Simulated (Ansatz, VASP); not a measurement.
# One calculation of Si, two programs

```
Si
1.0
     0.00000    2.52135    3.02461
     2.52135    0.00000    3.02461
     2.52135    2.52135    0.00000
Si
2
Direct
  0.50000 0.50000 0.50000
  0.75000 0.75000 0.75000
```

Alike in both runs: task single point; functional LDA; k mesh 12 × 12 × 12; occupations gaussian, width 0.05 eV; no spin polarisation.

|  | VASP | Ansatz |
| --- | --- | --- |
| version | VASP 6.6.1 | Ansatz 0.2.0 |
| potentials or method | VASP PAW LDA potentials, release 64 (Si) | scalar-relativistic, plane waves, PAW |
| plane-wave cutoff (eV) | 520 | 420 |
| valence electrons in the cell | 8 | 8 |

```tsv
	VASP	Ansatz	Ansatz less VASP
gap on the k mesh at the Fermi level (eV)	none	none	-
pressure (GPa)	1.2	1.2	-0.05
largest component of the traceless stress (GPa)	14.48	14.48	+0.005
```

A gap of «none» marks a metal or a gap that the smearing closes. Ansatz warned: «pseudo_functional_mismatch».
